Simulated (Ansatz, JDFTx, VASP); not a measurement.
**Mo: programs and potentials compared**

The starting cell:

```
CELL_PARAMETERS angstrom
-1.58381 1.58381 1.58381
1.58381 -1.58381 1.58381
1.58381 1.58381 -1.58381
ATOMIC_POSITIONS crystal
Mo 0.00000 0.00000 0.00000
```

Alike in all runs: task relaxation of cell and atoms; functional PBE; k mesh 12 × 12 × 12; occupations fermi-dirac, width 0.05 eV; no spin polarisation; no spin-orbit coupling.

```csv
program and potentials,plane-wave cutoff (eV),notes,equilibrium volume (Å³/atom)
"Ansatz, all-electron LAPW, scalar-relativistic",-,-,15.78
"VASP, PBE PAW files Mo_sv, 600 eV",600,-,15.80
"JDFTx, PseudoDojo-SR-PBE-0.5-standard",1088,-,15.80
```

The equilibrium volume spans 15.78 (Ansatz, all-electron LAPW, scalar-relativistic) to 15.80 Å³/atom (VASP, PBE PAW files Mo_sv, 600 eV), with all-electron results at 15.78. Relaxations stop with a little pressure left, so the last digit of a volume isn't settled.

Differences between rows come from potentials, basis sets and numerical settings, since the functional is the same but for its coding. Runs on potential files found faulty are left out.

The two pseudised descriptions of bcc Mo, both at 15.80 Å³/atom, reproduce the all-electron volume of 15.78 Å³/atom so closely that the spread gives no ground for ranking them. Freezing the deep core and smoothing the valence orbitals therefore costs almost nothing at equilibrium. Mo is also a forgiving case for this quantity: its roughly half-filled 4d band fills mainly bonding states and leaves the antibonding ones empty, which gives strong cohesion and a high bulk modulus. A small error in the pressure from a potential or basis set thus shifts the volume very little.

PBE is known to place the volume of Mo slightly above experiment. Since the all-electron result shares this functional, the agreement here suggests that such an excess belongs mainly to the treatment of exchange and correlation, not to the potentials. Matching equilibrium volumes don't establish equal accuracy under strong compression, where overlap of the semicore 4s and 4p shells makes greater demands on a potential.
